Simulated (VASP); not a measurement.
# SnSe2 (P-3m1) in VASP: settings compared

Aim: see how the results for SnSe2 move with the level of theory and the settings. Levels: PBEsol, LDA. Tasks: relaxation of cell and atoms.

Program: VASP 6.6.1. These are calculated values, not measurements. Logs are shortened: lines on timing, memory, paths and dates and some standing lists are left out, and cuts for length are marked.

**1. The crystal as given**

The structure is trigonal, space group P-3m1 (No. 164). The conventional cell has a = 3.842 Å, b = 3.842 Å, c = 6.486 Å, α = 90.00°, β = 90.00°, γ = 120.00°. Sn (site symmetry -3m) is surrounded by 6 Se at 2.72 Å. Se (site symmetry 3m) has 3 Sn at 2.72 Å as nearest neighbours.

The cell is a database's computed one.

**2. Relaxation of cell and atoms, PBEsol**

Contents of INCAR:

```
SYSTEM = SnSe2
PREC     = Accurate       ! precision mode
ENCUT    = 600            ! plane-wave cutoff, eV
EDIFF    = 1E-7           ! SCF threshold, eV
ISMEAR   = 0              ! smearing method
SIGMA    = 0.02           ! smearing width, eV
LREAL    = .FALSE.        ! projectors in reciprocal space
LASPH    = .TRUE.         ! aspherical terms in the spheres
NELM     = 100            ! most SCF steps
ALGO     = Normal         ! electronic algorithm
ISIF     = 3              ! what is computed and relaxed
LWAVE    = .FALSE.        ! write WAVECAR
LCHARG   = .FALSE.        ! write CHGCAR
GGA      = PS             ! functional
IBRION   = 2              ! ionic algorithm
NSW      = 90             ! ionic steps
EDIFFG   = -0.005         ! ionic threshold
```

Contents of KPOINTS:

```
regular mesh
0
G
  9 9 4
  0 0 0
```

Contents of POSCAR:

```
SnSe2
1.0
    3.8418991400      0.0000000000      0.0000000000
   -1.9209495700      3.3271822500      0.0000000000
    0.0000000000      0.0000000000      6.4858801000
Sn Se
1 2
Direct
    0.0000000000      0.0000000000      0.0000000000
    0.6666666700      0.3333333300      0.7570988600
    0.3333333300      0.6666666700      0.2429011400
```

Potentials or basis: VASP PAW PBE potentials, release 64 (Sn_d, Se).

Started as:

```bash
cat potpaw_PBE.64/Sn_d/POTCAR potpaw_PBE.64/Se/POTCAR > POTCAR
mpirun -np 1 vasp_std > vasp.out
```

OUTCAR:

```text
SYSTEM = SnSe2
   PREC = Accurate
   ENCUT = 600
   EDIFF = 1E-7
   ISMEAR = 0
   LREAL = .FALSE.
   LASPH = .TRUE.
   NELM = 100
   ISIF = 3
   GGA = PS
   IBRION = 2
   NSW = 90
   EDIFFG = -0.005

 ion  position               nearest neighbor table
   1  0.000  0.000  0.000-   2 2.72   3 2.72   3 2.72   2 2.72   2 2.72   3 2.72
   2  0.667  0.333  0.757-   1 2.72   1 2.72   1 2.72
   3  0.333  0.667  0.243-   1 2.72   1 2.72   1 2.72

  LATTYP: Found a hexagonal cell.
 ALAT       =     3.8418991400
 C/A-ratio  =     1.6881963486

  Lattice vectors:

 A1 = (   3.8418991400,   0.0000000000,   0.0000000000)
 A2 = (  -1.9209495700,   3.3271822500,   0.0000000000)
 A3 = (   0.0000000000,   0.0000000000,   6.4858801000)

Analysis of symmetry for initial positions (statically):
=====================================================================
 Subroutine PRICEL returns:
 Original cell was already a primitive cell.

 Routine SETGRP: Setting up the symmetry group for a
 hexagonal supercell.

 Subroutine GETGRP returns: Found 12 space group operations
 (whereof 12 operations were pure point group operations)
 out of a pool of 24 trial point group operations.

The static configuration has the point symmetry D_3d.

Analysis of symmetry for dynamics (positions and initial velocities):
=====================================================================
 Subroutine PRICEL returns:
 Original cell was already a primitive cell.

 Routine SETGRP: Setting up the symmetry group for a
 hexagonal supercell.

 Subroutine GETGRP returns: Found 12 space group operations
 (whereof 12 operations were pure point group operations)
 out of a pool of 24 trial point group operations.

The dynamic configuration has the point symmetry D_3d.

 Subroutine INISYM returns: Found 12 space group operations
 (whereof 12 operations are pure point group operations),
 and found     1 'primitive' translations

----------------------------------------------------------------------------------------

                                     Primitive cell

  volume of cell :      82.9071

  direct lattice vectors                    reciprocal lattice vectors
     3.841899140  0.000000000  0.000000000     0.260287937  0.150277310  0.000000000
    -1.920949570  3.327182250  0.000000000     0.000000000  0.300554621  0.000000000
     0.000000000  0.000000000  6.485880100     0.000000000  0.000000000  0.154181080

  length of vectors
     3.841899140  3.841899137  6.485880100     0.300554621  0.300554621  0.154181080

  position of ions in fractional coordinates (direct lattice)
     0.000000000  0.000000000  0.000000000
     0.666666670  0.333333330  0.757098860
     0.333333330  0.666666670  0.242901140

  ion indices of the primitive-cell ions
   primitive index   ion index
                 1           1
                 2           2
                 3           3

----------------------------------------------------------------------------------------

 KPOINTS: regular mesh

Automatic generation of k-mesh.
 Grid dimensions read from file:
 generate k-points for:    9    9    4

 Generating k-lattice:

  Cartesian coordinates                     Fractional coordinates (reciprocal lattice)
     0.028920882  0.016697479  0.000000000     0.111111111  0.000000000  0.000000000
     0.000000000  0.033394958  0.000000000     0.000000000  0.111111111  0.000000000
     0.000000000  0.000000000  0.038545270     0.000000000  0.000000000  0.250000000

  Length of vectors
     0.033394958  0.033394958  0.038545270

  Shift w.r.t. Gamma in fractional coordinates (k-lattice)
     0.000000000  0.000000000  0.000000000

 Subroutine IBZKPT returns following result:
 ===========================================

 Found     43 irreducible k-points:

 Following reciprocal coordinates:
            Coordinates               Weight
  0.000000  0.000000  0.000000      1.000000
  0.111111  0.000000  0.000000      6.000000
  0.222222 -0.000000  0.000000      6.000000
  0.333333  0.000000  0.000000      6.000000
  0.444444 -0.000000  0.000000      6.000000
  0.111111  0.111111  0.000000      6.000000
[... 16 lines left out ...]
  0.222222  0.111111  0.250000     12.000000
 -0.111111  0.333333  0.250000     12.000000
 [... further k-points ...]
   k-points           NKPTS =     43   k-points in BZ     NKDIM =     43   number of bands    NBANDS=     17
   number of dos      NEDOS =    301   number of ions     NIONS =      3
   total plane-waves  NPLWV =  55296
   dimension x,y,z NGX =    32 NGY =   32 NGZ =   54
   dimension x,y,z NGXF=    64 NGYF=   64 NGZF=  108
   ions per type =               1   2
   NGX,Y,Z   is equivalent  to a cutoff of  13.85, 13.85, 13.84 a.u.
   NGXF,Y,Z  is equivalent  to a cutoff of  27.69, 27.69, 27.68 a.u.
 SYSTEM =  SnSe2
   PREC   = accura    normal or accurate (medium, high low for compatibility)
   ISTART =      0    job   : 0-new  1-cont  2-samecut
   ICHARG =      2    charge: 1-file 2-atom 10-const
   ISPIN  =      1    spin polarized calculation?
   LNONCOLLINEAR =      F non collinear calculations
   LSORBIT =      F    spin-orbit coupling
   LASPH  =      T    aspherical Exc in radial PAW
   ENCUT  =  600.0 eV  44.10 Ry    6.64 a.u.   7.67  7.67 12.95*2*pi/ulx,y,z
   NELM   =    100;   NELMIN=  2; NELMDL= -5     # of ELM steps
   EDIFF  = 0.1E-06   stopping-criterion for ELM
   LREAL  =      F    real-space projection
   EDIFFG = -.5E-02   stopping-criterion for IOM
   NSW    =     90    number of steps for IOM
   IBRION =      2    ionic relax: 0-MD 1-quasi-New 2-CG
   NFREE  =      1    steps in history (QN), initial steepest desc. (CG)
   ISIF   =      3    stress and relaxation
   ISYM   =      2    0-nonsym 1-usesym 2-fastsym
   POTIM  = 0.5000    time-step for ionic-motion
   TEBEG  =    0.0;   TEEND  =   0.0 temperature during run
   PSTRESS=    0.0 pullay stress
   NELECT =      26.0000    total number of electrons
   NUPDOWN=      -1.0000    fix difference up-down
   EMIN   =  10.00;   EMAX   =-10.00  energy-range for DOS
   EFERMI =   0.00;   METHOD = LEGACY
   ISMEAR =     0;   SIGMA  =   0.02  broadening in eV -4-tet -1-fermi 0-gaus
   EFERMI_NEDOS =   21; number of points for ismear=-14 and -15
   IALGO  =     38    algorithm
   IMIX   =      4    mixing-type and parameters
     AMIX     =   0.40;   BMIX     =  1.00
     AMIX_MAG =   1.60;   BMIX_MAG =  1.00
  volume/ion in A,a.u.               =      27.64       186.49
  Fermi-wavevector in a.u.,A,eV,Ry     =   1.112249  2.101846 16.831746  1.237098
  Thomas-Fermi vector in A             =   2.248821
   LORBIT       =      0    0 simple, 1 ext, 2 COOP (PROOUT), +10 PAW based schemes
   GGA     = PS    functional components
   LHFCALC =     F    Hartree Fock is set to
   AEXX    =    0.0000 exact exchange contribution
   IVDW    =     0    specifies the selected vdW correction
   LEPSILON=     F    determine dielectric tensor
   LRPA    =     F    only Hartree local field effects (RPA)
 conjugate gradient relaxation of ions
 non-spin polarized calculation
 Gauss-broadening in eV      SIGMA  =   0.02
  energy-cutoff  :      600.00
  volume of cell :       82.91
 maximum number of plane-waves:      2798
 NGX is ok and might be reduce to    32
   NGX = 15   NGY = 15   NGZ = 25

--------------------------------------- Ionic step        1  -------------------------------------------

 number of electron      25.9999999 magnetization

 Free energy of the ion-electron system (eV)
  ---------------------------------------------------
  ext. energy  EPLUGINS =         0.00000000
  ---------------------------------------------------
  free energy    TOTEN  =       -12.96997203 eV

  energy without entropy =      -12.96997203  energy(sigma->0) =      -12.96997203

------------------------ aborting loop because EDIFF is reached ----------------------------------------

  FORCE on cell =-STRESS in cart. coord.  units (eV):
  Direction    XX          YY          ZZ          XY          YZ          ZX
  --------------------------------------------------------------------------------------
  -------------------------------------------------------------------------------------
  Total       -0.4739784     -0.4739784     -0.1119233     -0.0000000      0.0000000      0.0000000
  in kB       -9.1596239     -9.1596238     -2.1629151     -0.0000000      0.0000000      0.0000000
  external PRESSURE =      -6.8273876 kB  Pullay stress =       0.0000000 kB
[... 92 lines left out ...]
  FREE ENERGIE OF THE ION-ELECTRON SYSTEM (eV)
  ---------------------------------------------------
  free  energy   TOTEN  =       -12.9733934298 eV

  energy  without entropy=      -12.9733934298  energy(sigma->0) =      -12.97339343

 E-fermi :   3.8629     XC(G=0):  -9.4864

 val. band max:        3.7015813552   @ k =   0.1111   0.0000   0.2500
 cond. band min:       4.3625737991   @ k =   0.0000   0.4444   0.2500
 fundamental gap:      0.6609924439
 Fermi energy:         3.8629489534

 k-point     1 :       0.0000    0.0000    0.0000
  band No.  band energies     occupation
      1     -17.4141      2.00000
      2     -17.4141      2.00000
      3     -17.3751      2.00000
      4     -17.3631      2.00000
      5     -17.3631      2.00000
      6     -10.0769      2.00000
[... 9 lines left out ...]
     16       8.3243      0.00000
     17       8.3243      0.00000
[... 443 lines left out ...]
      1     -17.4417      2.00000
      2     -17.3987      2.00000
      3     -17.3771      2.00000
      4     -17.3616      2.00000
      5     -17.3492      2.00000
      6      -9.2241      2.00000
[... 9 lines left out ...]
     16       8.7133      0.00000
     17       9.9814      0.00000

 [... further k-points ...]

[... ionic steps 4 to 13 ...]

--------------------------------------- Ionic step       14  -------------------------------------------

 number of electron      26.0000005 magnetization

------------------------ aborting loop because EDIFF is reached ----------------------------------------

  FORCE on cell =-STRESS in cart. coord.  units (eV):
  Direction    XX          YY          ZZ          XY          YZ          ZX
  --------------------------------------------------------------------------------------
  -------------------------------------------------------------------------------------
  Total       -0.0015604     -0.0015604     -0.0236672      0.0000000      0.0000000      0.0000000
  in kB       -0.0321429     -0.0321429     -0.4875095      0.0000000      0.0000000      0.0000000
  external PRESSURE =      -0.1839318 kB  Pullay stress =       0.0000000 kB
[... 59 lines left out ...]
  energy  without entropy=      -12.9836792604  energy(sigma->0) =      -12.98367926

--------------------------------------- Ionic step       16  -------------------------------------------

 number of electron      26.0000005 magnetization

 Free energy of the ion-electron system (eV)
  ---------------------------------------------------
  ext. energy  EPLUGINS =         0.00000000
  ---------------------------------------------------
  free energy    TOTEN  =       -12.98371119 eV

  energy without entropy =      -12.98371119  energy(sigma->0) =      -12.98371119

 E-fermi :   4.1644     XC(G=0):  -9.6523

 val. band max:        4.0234065639   @ k =   0.1111   0.1111   0.0000
 cond. band min:       4.6219505752   @ k =   0.0000   0.4444   0.2500
 fundamental gap:      0.5985440113
 Fermi energy:         4.1643628013

 k-point     1 :       0.0000    0.0000    0.0000
  band No.  band energies     occupation
      1     -17.1373      2.00000
      2     -17.1373      2.00000
      3     -17.1001      2.00000
      4     -17.0877      2.00000
      5     -17.0877      2.00000
      6      -9.8316      2.00000
[... 9 lines left out ...]
     16       8.6078      0.00000
     17       8.6079      0.00000
[... 443 lines left out ...]
      1     -17.1648      2.00000
      2     -17.1227      2.00000
      3     -17.1012      2.00000
      4     -17.0862      2.00000
      5     -17.0741      2.00000
      6      -8.9584      2.00000
[... 9 lines left out ...]
     16       9.0108      0.00000
     17      10.3459      0.00000

 [... further k-points ...]

------------------------ aborting loop because EDIFF is reached ----------------------------------------

  FORCE on cell =-STRESS in cart. coord.  units (eV):
  Direction    XX          YY          ZZ          XY          YZ          ZX
  --------------------------------------------------------------------------------------
  -------------------------------------------------------------------------------------
  Total        0.0106310      0.0106310      0.0000998     -0.0000000      0.0000000      0.0000000
  in kB        0.2191220      0.2191220      0.0020580     -0.0000000      0.0000000      0.0000000
  external PRESSURE =       0.1467673 kB  Pullay stress =       0.0000000 kB
[... 18 lines left out ...]
  FREE ENERGIE OF THE ION-ELECTRON SYSTEM (eV)
  ---------------------------------------------------
  free  energy   TOTEN  =       -12.9837111852 eV

  energy  without entropy=      -12.9837111852  energy(sigma->0) =      -12.98371119

 reached required accuracy - stopping structural energy minimisation
```

Run time: 7 min. Hardware: 1 thread of Intel Xeon Platinum 8375C at 2.90GHz (Ice Lake), shared host; peak memory 0.29 GiB.

Results:

| Item | Value |
| --- | --- |
| Free energy | -12.9837 eV |
| Relaxed volume | 25.91 Å³/atom |
| Relaxed cell | a = 3.819 Å, b = 3.819 Å, c = 6.153 Å, α = 90.00°, β = 90.00°, γ = 120.00° |
| Space group after relaxing (to 0.05 Å) | P-3m1 (No. 164) |
| Energy gained by relaxing | 4.6 meV/atom |
| Ionic steps | 16 |
| Pressure after relaxing | 0.0 GPa |
| Band gap on the k mesh | 0.60 eV, indirect (least direct gap 0.98 eV) |

Step by step:
| step | energy change (eV) | largest force (eV/Å) | pressure (GPa) | volume (Å³) |
| --- | --- | --- | --- | --- |
| 1 | 0.0000 | 0.0625 | -0.68 | 82.91 |
| 2 | -0.0033 | 0.1538 | 0.29 | 81.50 |
| 3 | -0.0034 | 0.1415 | 0.16 | 81.68 |
| 4 | -0.0049 | 0.0575 | -0.01 | 81.57 |
| 5 | -0.0050 | 0.0323 | -0.07 | 81.53 |
| 6 | -0.0056 | 0.0316 | -0.07 | 81.37 |
| 7 | -0.0074 | 0.0298 | -0.07 | 80.86 |
| 8 | -0.0105 | 0.0280 | -0.04 | 79.85 |
| 9 | -0.0136 | 0.0291 | 0.14 | 77.82 |
| 10 | -0.0079 | 0.1895 | -1.20 | 78.72 |
| 11 | -0.0137 | 0.0030 | -0.02 | 77.93 |
| 12 | -0.0137 | 0.0024 | -0.02 | 77.83 |
| 13 | -0.0137 | 0.0064 | -0.01 | 77.76 |
| 14 | -0.0137 | 0.0049 | -0.02 | 77.78 |
| 15 | -0.0137 | 0.0161 | 0.09 | 77.62 |
| 16 | -0.0137 | 0.0014 | 0.01 | 77.73 |

Final structure:
```yaml
crystal:
  lattice:
    - [3.81927, 0.00000, 0.00000]
    - [-1.90963, 3.30758, 0.00000]
    - [0.00000, 0.00000, 6.15332]
  atoms:
    - { symbol: Sn, position: [0.00000, 0.00000, 0.00000] }
    - { symbol: Se, position: [0.66667, 0.33333, 0.74189] }
    - { symbol: Se, position: [0.33333, 0.66667, 0.25811] }
```

Caveat: the PAW data sets were made with another functional, which shifts forces and pressure a little; spin-orbit coupling is left out, which moves the levels of the heavy elements; an odd mesh through Γ misses points on the zone boundary, where band edges often lie; this functional lacks dispersion, which binds the layers, so the pressure and a relaxed spacing across them are unreliable.

**3. Relaxation of cell and atoms, LDA**

INCAR, as its differences from that of step 2:

```diff
@@ -13,3 +13,3 @@
 LCHARG   = .FALSE.        ! write CHGCAR
-GGA      = PS             ! functional
+GGA      = CA             ! functional
 IBRION   = 2              ! ionic algorithm
```

KPOINTS is that of step 2.

POSCAR is that of step 2.

Potentials or basis: VASP PAW LDA potentials, release 64 (Sn_d, Se).

Started as:

```bash
cat potpaw_LDA.64/Sn_d/POTCAR potpaw_LDA.64/Se/POTCAR > POTCAR
mpirun -np 1 vasp_std > vasp.out
```

Run time: 6.4 min. Hardware: 1 thread of Intel Xeon Platinum 8375C at 2.90GHz (Ice Lake), shared host; peak memory 0.25 GiB.

Results (log left out):

| Property | Result |
| --- | --- |
| Free energy | -13.7949 eV |
| Relaxed volume | 24.59 Å³/atom |
| Relaxed cell | a = 3.803 Å, b = 3.803 Å, c = 5.889 Å, α = 90.00°, β = 90.00°, γ = 120.00° |
| Space group after relaxing (to 0.05 Å) | P-3m1 (No. 164) |
| Energy gained by relaxing | 21.1 meV/atom |
| Ionic steps | 15 |
| Pressure after relaxing | 0.0 GPa |
| Band gap on the k mesh | 0.36 eV, indirect (least direct gap 0.68 eV) |

Forces on the atoms (eV/Å):
```
Sn   0.000  0.000  0.000
Se   0.000  0.000  0.003
Se   0.000  0.000 -0.003
```

Step by step:
```csv
step,energy change (eV),largest force (eV/Å),pressure (GPa),volume (Å³)
1,0.0000,0.0513,-2.16,82.91
2,-0.0112,0.4574,1.51,78.52
3,-0.0193,0.2488,-0.03,80.19
4,-0.0241,0.1794,-0.05,79.73
5,-0.0276,0.0434,-0.08,78.85
6,-0.0318,0.0427,-0.07,78.40
7,-0.0433,0.0439,0.02,77.04
8,-0.0589,0.0515,0.50,74.30
9,-0.0202,0.0716,3.14,68.77
10,-0.0589,0.1345,1.04,73.45
11,-0.0628,0.0223,0.32,73.66
12,-0.0632,0.0296,-0.02,73.76
13,-0.0632,0.0264,0.00,73.76
14,-0.0634,0.0187,0.00,73.76
15,-0.0634,0.0030,0.00,73.77
```

Final structure:
```cif
data_structure
_symmetry_space_group_name_H-M 'P 1'
_symmetry_Int_Tables_number 1
_cell_length_a 3.8032
_cell_length_b 3.8032
_cell_length_c 5.8891
_cell_angle_alpha 90.000
_cell_angle_beta 90.000
_cell_angle_gamma 120.000
_cell_volume 73.77
loop_
_atom_site_label
_atom_site_type_symbol
_atom_site_fract_x
_atom_site_fract_y
_atom_site_fract_z
_atom_site_occupancy
Sn1 Sn 0.00000 0.00000 0.00000 1
Se1 Se 0.66667 0.33333 0.73179 1
Se2 Se 0.33333 0.66667 0.26821 1
```

Levels at points of the mesh, in eV from the valence-band top:
| k point | band 11 | band 12 | band 13 | band 14 | band 15 | band 16 |
| --- | --- | --- | --- | --- | --- | --- |
| (0.00, 0.00, 0.00) | -0.66 | -0.66 | -0.10 | 0.57 | 2.73 | 4.39 |
| (0.00, 0.00, 0.50) | -1.02 | -0.35 | -0.35 | 2.41 | 2.59 | 3.93 |

Caveat: spin-orbit coupling is left out, which moves the levels of the heavy elements; an odd mesh through Γ misses points on the zone boundary, where band edges often lie.
